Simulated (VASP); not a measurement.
# ZrB3 (I4/mmm) in VASP: further runs

One crystal, ZrB3, is run at these levels: PBE; tasks: single point, relaxation of cell and atoms.

Program: VASP 6.6.1. These are calculated values, not measurements. Logs are shortened: lines on timing, memory, paths and dates and some standing lists are left out, and cuts for length are marked.

## 1. The structure

Symmetry: I4/mmm, No. 139, tetragonal system. The conventional cell has a = 3.276 Å, b = 3.276 Å, c = 7.755 Å, α = 90.00°, β = 90.00°, γ = 90.00°. Zr (site symmetry 4/mmm) has 12 B at 2.32 to 2.54 Å as nearest neighbours. B (site symmetry 4/mmm) has 4 Zr at 2.32 Å and 8 B at 2.54 Å as nearest neighbours. B (site symmetry -4m2) has 8 B at 2.32 to 2.54 Å and 4 Zr at 2.54 Å as nearest neighbours.

The cell was built by a generator and needn't be a form met in nature.

## 2. Single point, PBE

INCAR reads:

```
PREC = Accurate
ENCUT = 520
EDIFF = 1E-6
ISMEAR = 0
SIGMA = 0.1
LREAL = F
LASPH = T
NELM = 100
ALGO = Fast
ISIF = 2
LWAVE = F
LCHARG = T
GGA = PE
LELF = T
LVHAR = T
NBANDS = 18
```

KPOINTS reads:

```
regular mesh
0
Gamma
  8 8 8
```

POSCAR reads:

```
ZrB3
1.0
   -1.6379310965      1.6379310965      3.8774094863
    1.6379310965     -1.6379310965      3.8774094863
    1.6379310965      1.6379310965     -3.8774094863
Zr B
1 3
Direct
    0.0000000000      0.0000000000      0.0000000000
    0.5000000000      0.5000000000      0.0000000000
    0.2500000000      0.7500000000      0.5000000000
    0.7500000000      0.2500000000      0.5000000000
```

Potentials or basis: VASP PAW PBE potentials, release 64 (Zr_sv, B).

On the command line:

```sh
$ cat potpaw_PBE.64/Zr_sv/POTCAR potpaw_PBE.64/B/POTCAR > POTCAR
$ mpirun -np 1 vasp_std > vasp.out
```

OUTCAR:

```text
PREC = Accurate
   ENCUT = 520
   EDIFF = 1E-6
   ISMEAR = 0
   LREAL = F
   LASPH = T
   NELM = 100
   ISIF = 2
   GGA = PE

 ion  position               nearest neighbor table
   1  0.000  0.000  0.000-   2 2.32   2 2.32   2 2.32   2 2.32   4 2.54   3 2.54   4 2.54   3 2.54
                             4 2.54   4 2.54   3 2.54   3 2.54
   2  0.500  0.500  0.000-   1 2.32   1 2.32   1 2.32   1 2.32
   3  0.250  0.750  0.500-   1 2.54   1 2.54   1 2.54   1 2.54
   4  0.750  0.250  0.500-   1 2.54   1 2.54   1 2.54   1 2.54

  LATTYP: Found a body centered tetragonal cell.
 ALAT       =     3.2758621930
 C/A-ratio  =     2.3672604388

  Lattice vectors:

 A1 = (  -1.6379310965,   1.6379310965,   3.8774094863)
 A2 = (   1.6379310965,  -1.6379310965,   3.8774094863)
 A3 = (   1.6379310965,   1.6379310965,  -3.8774094863)

Analysis of symmetry for initial positions (statically):
=====================================================================
 Subroutine PRICEL returns:
 Original cell was already a primitive cell.

 Routine SETGRP: Setting up the symmetry group for a
 body centered tetragonal supercell.

 Subroutine GETGRP returns: Found 16 space group operations
 (whereof 16 operations were pure point group operations)
 out of a pool of 16 trial point group operations.

The static configuration has the point symmetry D_4h.

Analysis of symmetry for dynamics (positions and initial velocities):
=====================================================================
 Subroutine PRICEL returns:
 Original cell was already a primitive cell.

 Routine SETGRP: Setting up the symmetry group for a
 body centered tetragonal supercell.

 Subroutine GETGRP returns: Found 16 space group operations
 (whereof 16 operations were pure point group operations)
 out of a pool of 16 trial point group operations.

The dynamic configuration has the point symmetry D_4h.

 Subroutine INISYM returns: Found 16 space group operations
 (whereof 16 operations are pure point group operations),
 and found     1 'primitive' translations

----------------------------------------------------------------------------------------

                                     Primitive cell

  volume of cell :      41.6095

[... 92 lines left out ...]
   EDIFF  = 0.1E-05   stopping-criterion for ELM
   LREAL  =      F    real-space projection
   EDIFFG = 0.1E-04   stopping-criterion for IOM
   NSW    =      0    number of steps for IOM
   IBRION =     -1    ionic relax: 0-MD 1-quasi-New 2-CG
   NFREE  =      0    steps in history (QN), initial steepest desc. (CG)
   ISIF   =      2    stress and relaxation
   ISYM   =      2    0-nonsym 1-usesym 2-fastsym
   POTIM  = 0.5000    time-step for ionic-motion
   TEBEG  =    0.0;   TEEND  =   0.0 temperature during run
   PSTRESS=    0.0 pullay stress
   NELECT =      21.0000    total number of electrons
   NUPDOWN=      -1.0000    fix difference up-down
   EMIN   =  10.00;   EMAX   =-10.00  energy-range for DOS
   EFERMI =   0.00;   METHOD = LEGACY
   ISMEAR =     0;   SIGMA  =   0.10  broadening in eV -4-tet -1-fermi 0-gaus
   EFERMI_NEDOS =   21; number of points for ismear=-14 and -15
   IALGO  =     68    algorithm
   IMIX   =      4    mixing-type and parameters
     AMIX     =   0.40;   BMIX     =  1.00
     AMIX_MAG =   1.60;   BMIX_MAG =  1.00
  volume/ion in A,a.u.               =      10.40        70.20
  Fermi-wavevector in a.u.,A,eV,Ry     =   1.303418  2.463102 23.114908  1.698898
  Thomas-Fermi vector in A             =   2.434421
   LORBIT       =      0    0 simple, 1 ext, 2 COOP (PROOUT), +10 PAW based schemes
   GGA     = PE    functional components
   LHFCALC =     F    Hartree Fock is set to
   AEXX    =    0.0000 exact exchange contribution
   IVDW    =     0    specifies the selected vdW correction
   LEPSILON=     F    determine dielectric tensor
   LRPA    =     F    only Hartree local field effects (RPA)
 non-spin polarized calculation
 RMM-DIIS sequential band-by-band and
 Gauss-broadening in eV      SIGMA  =   0.10
  energy-cutoff  :      520.00
  volume of cell :       41.61
 maximum number of plane-waves:      1140
 NGX is ok and might be reduce to    36

 number of electron      21.0000000 magnetization

 Free energy of the ion-electron system (eV)
  ---------------------------------------------------
  ext. energy  EPLUGINS =         0.00000000
  ---------------------------------------------------
  free energy    TOTEN  =       -26.32006939 eV

  energy without entropy =      -26.31418186  energy(sigma->0) =      -26.31712562

 E-fermi :   7.8650     XC(G=0): -12.0270

 val. band max:        7.8386656420   @ k =  -0.3750  -0.3750   0.3750
 cond. band min:       7.9001997590   @ k =  -0.2500  -0.3750   0.1250
 fundamental gap:      0.0615341171
 Fermi energy:         7.8649739262

 k-point     1 :       0.0000    0.0000    0.0000
  band No.  band energies     occupation
      1     -39.1128      2.00000
      2     -17.3623      2.00000
      3     -17.1458      2.00000
      4     -17.1458      2.00000
      5      -3.4674      2.00000
      6       3.2499      2.00000
[... 481 lines left out ...]
      5       0.4198      2.00000
      6       0.4959      2.00000
[... 10 lines left out ...]
     17      15.8660      0.00000
     18      16.4609      0.00000

 [... further k-points ...]

------------------------ aborting loop because EDIFF is reached ----------------------------------------

  FORCE on cell =-STRESS in cart. coord.  units (eV):
  Direction    XX          YY          ZZ          XY          YZ          ZX
  --------------------------------------------------------------------------------------
  -------------------------------------------------------------------------------------
  Total        0.0244958      0.0244958      0.0251873      0.0000000     -0.0000000     -0.0000000
  in kB        0.9432112      0.9432112      0.9698380      0.0000000     -0.0000000     -0.0000000
  external PRESSURE =       0.9520868 kB  Pullay stress =       0.0000000 kB

 VOLUME and BASIS-vectors are now :
 -----------------------------------------------------------------------------
  energy-cutoff  :      520.00
  volume of cell :       41.61
      direct lattice vectors                 reciprocal lattice vectors
    -1.637931097  1.637931097  3.877409486     0.000000000  0.305263146  0.128952075
     1.637931097 -1.637931097  3.877409486     0.305263146  0.000000000  0.128952075
     1.637931097  1.637931097 -3.877409486     0.305263146  0.305263146  0.000000000

 POSITION                                       TOTAL-FORCE (eV/Angst)
 -----------------------------------------------------------------------------------
      0.00000      0.00000      0.00000         0.000000      0.000000     -0.000000
      0.00000      0.00000      3.87741         0.000000      0.000000     -0.000000
      1.63793      0.00000      1.93870         0.000000     -0.000000      0.000000
      0.00000      1.63793      1.93870        -0.000000     -0.000000     -0.000000
 -----------------------------------------------------------------------------------
    total drift:                               -0.000000      0.000000      0.000000

  FREE ENERGIE OF THE ION-ELECTRON SYSTEM (eV)
  ---------------------------------------------------
  free  energy   TOTEN  =       -26.3200693877 eV

  energy  without entropy=      -26.3141818596  energy(sigma->0) =      -26.31712562
```

Wall time 71 s (1 thread of AMD EPYC 9R45 (Zen 5), shared host); peak memory 0.2 GiB.

What came out:

| Item | Value |
| --- | --- |
| Free energy | -26.3201 eV |
| Pressure | 0.1 GPa |
| Band gap on the k mesh | none (metal or under the smearing width) |

## 3. Relaxation of cell and atoms, PBE

This run uses another cell than the first one, of 8.95 Å³/atom, 0.861 times its volume.

INCAR reads:

```
SYSTEM = ZrB3
ALGO = Fast
EDIFF = 1E-6
EDIFFG = -0.04
ENCUT = 600
GGA = PE
IBRION = 2
ISIF = 3
ISMEAR = 0
LASPH = .TRUE.
LCHARG = .FALSE.
LREAL = .FALSE.
LWAVE = .FALSE.
NELM = 100
NSW = 90
PREC = Accurate
SIGMA = 0.1
```

KPOINTS reads:

```
k-points
0
G
  8 8 8
  0 0 0
```

POSCAR reads:

```
ZrB3
1.0
   -1.5885788694      1.5885788694      3.5485138382
    1.5885788694     -1.5885788694      3.5485138382
    1.5885788694      1.5885788694     -3.5485138382
Zr B
1 3
Direct
    0.0000000000      0.0000000000      0.0000000000
    0.5000000000      0.5000000000      0.0000000000
    0.2500000000      0.7500000000      0.5000000000
    0.7500000000      0.2500000000      0.5000000000
```

Potentials or basis: VASP PAW PBE potentials, release 64 (Zr_sv, B).

On the command line:

```sh
$ cat potpaw_PBE.64/Zr_sv/POTCAR potpaw_PBE.64/B/POTCAR > POTCAR
$ mpirun -np 1 vasp_std > vasp.out
```

Run time: 6.9 min. Hardware: 1 thread of AMD EPYC 9R45 (Zen 5), shared host; peak memory 0.21 GiB.

Results (log left out):

```yaml
Free_energy: -26.3182 eV
Relaxed_volume: 10.39 Å³/atom
Relaxed_cell: a = 4.515 Å, b = 4.515 Å, c = 4.515 Å, α = 137.47°, β = 137.47°, γ = 61.71°
Space_group_after_relaxing_to_0.05_Å: I4/mmm (No. 139)
Energy_gained_by_relaxing: 161.8 meV/atom
Ionic_steps: 6
Pressure_after_relaxing: 0.3 GPa
Band_gap_on_the_k_mesh: none (metal or under the smearing width)
```

Step by step:
```tsv
step	energy change (eV)	largest force (eV/Å)	pressure (GPa)	volume (Å³)
1	0.0000	0.0000	36.93	35.82
2	-0.1981	0.0000	-19.95	47.61
3	-0.6071	0.0000	-1.11	41.70
4	-0.6071	0.0000	-0.56	41.57
5	-0.6447	0.0000	0.05	41.57
6	-0.6471	0.0000	0.33	41.56
```

Final structure:
```xyz
4
Lattice="-1.6373 1.6373 3.8757 1.6373 -1.6373 3.8757 1.6373 1.6373 -3.8757" Properties=species:S:1:pos:R:3 pbc="T T T"
Zr    0.0000    0.0000    0.0000
B     0.0000    0.0000    3.8757
B     1.6373    0.0000    1.9378
B     0.0000    1.6373    1.9378
```

Levels at points of the mesh, in eV from the Fermi level:
```tsv
k point	band 7	band 8	band 9	band 10	band 11	band 12	band 13	band 14
(0.00, 0.00, 0.00)	-3.02	-1.97	-1.87	-1.87	1.27	2.17	2.17	3.99
(0.50, 0.00, 0.00)	-4.58	-2.99	-2.10	-0.61	1.40	2.55	2.94	4.37
(0.50, 0.50, 0.00)	-4.78	-4.23	-2.80	-1.87	-1.57	2.92	3.81	6.19
(0.50, 0.50, 0.50)	-2.53	-1.04	-1.04	0.24	3.06	3.06	3.96	3.98
```

Caveat: the volume moved by over 15 % at a fixed basis, so the end points are rough.

## 4. Single point, PBE

This run uses another cell than the first one: it holds 8 atoms, not 4.

INCAR reads:

```
SYSTEM = ZrB3
  PREC = Accurate
  ENCUT = 520
  EDIFF = 1E-6
  ISMEAR = 0
  SIGMA = 0.1
  LREAL = .FALSE.
  LASPH = .TRUE.
  NELM = 100
  ALGO = Normal
  ISIF = 2
  LWAVE = .FALSE.
  LCHARG = .TRUE.
  GGA = PE
  LELF = .TRUE.
  LVHAR = .TRUE.
  NBANDS = 31
```

KPOINTS reads:

```
Automatic mesh
0
G
  6 6 4
  0 0 0
```

POSCAR reads:

```
ZrB3
1.0
    4.5766734706      0.0000000000      0.0000000000
   -2.2883367353      3.9635154903      0.0000000000
    0.0000000000      0.0000000000      4.1345544708
Zr B
2 6
Direct
    0.0000000000      0.0000000000      0.0000000000
    0.0000000000      0.0000000000      0.5000000000
    0.3115000000      0.3115000000      0.2500000000
    0.0000000000      0.3115000000      0.7500000000
    0.6885000000      0.0000000000      0.2500000000
    0.6885000000      0.6885000000      0.7500000000
    0.0000000000      0.6885000000      0.2500000000
    0.3115000000      0.0000000000      0.7500000000
```

On the command line:

```sh
$ cat potpaw_PBE.64/Zr_sv/POTCAR potpaw_PBE.64/B/POTCAR > POTCAR
$ mpirun -np 1 vasp_std > vasp.out
```

It took 29 s on 1 thread of AMD EPYC 9R45 (Zen 5), shared host; peak memory 0.18 GiB.

Results (log left out):

```
Free energy            : -5.9955 eV
Pressure               : 170.2 GPa
Largest force          : 14.432 eV/Å
Band gap on the k mesh : none (metal or under the smearing width)
```

Forces in eV/Å, atoms in the order of the input:
```
Zr    0.000   0.000   0.000
Zr    0.000   0.000   0.000
B     7.216  12.499   0.000
B    -7.216  12.499   0.000
B   -14.432   0.000   0.000
B    -7.216 -12.499   0.000
B     7.216 -12.499   0.000
B    14.432   0.000   0.000
```

Stress tensor (GPa, compression positive):
```
115.07   0.00   0.00
  0.00 115.07   0.00
  0.00   0.00 280.49
```

Levels at points of the mesh, in eV from the Fermi level:
| k point | band 18 | band 19 | band 20 | band 21 | band 22 | band 23 | band 24 | band 25 |
| --- | --- | --- | --- | --- | --- | --- | --- | --- |
| (0.00, 0.00, 0.00) | -2.70 | -2.70 | -0.28 | -0.28 | 1.32 | 1.32 | 1.76 | 1.76 |
| (0.50, 0.00, 0.00) | -1.54 | -1.38 | -1.31 | -0.38 | 0.00 | 1.49 | 1.67 | 1.76 |
| (0.00, 0.00, 0.50) | -4.10 | -0.97 | -0.97 | 1.50 | 1.50 | 1.50 | 1.50 | 2.70 |
| (0.50, 0.00, 0.50) | -3.94 | -2.04 | -2.04 | -1.41 | -1.41 | 3.02 | 3.02 | 3.11 |

Caveat: the k mesh is coarse (spacing up to 0.38 Å⁻¹), so the values aren't converged; a pressure of tens of GPa on the cell as given is suspect, and the run, the potentials or the cell itself is likely at fault; forces of over 1 eV/Å show positions far from the minimum, so gaps and moduli don't describe the material at rest.

## 5. The runs side by side

```csv
task,cell,k mesh,cutoff (eV),mesh quality,gap on the mesh (eV),pressure (GPa)
single point,"I4/mmm, 10.4 Å³/atom",8 × 8 × 8,520,not flagged,none,0.1
relaxation of cell and atoms,relaxed,8 × 8 × 8,600,not flagged,none,0.3
single point,"P6_3/mcm, 9.37 Å³/atom",6 × 6 × 4,520,coarse,none,170.2
```

Alike in all rows: level PBE; potentials or basis VASP PAW PBE potentials, release 64 (Zr_sv, B); no spin polarisation; smearing gaussian 0.1 eV.

Caveats: some runs use coarse meshes; the volume moved by over 15 % at a fixed basis, so the end points are rough (some runs); a pressure of tens of GPa on the cell as given is suspect, and the run, the potentials or the cell itself is likely at fault (some runs); forces of over 1 eV/Å show positions far from the minimum, so gaps and moduli don't describe the material at rest (some runs).

Absolute energies hang on the potentials; compare differences alone.
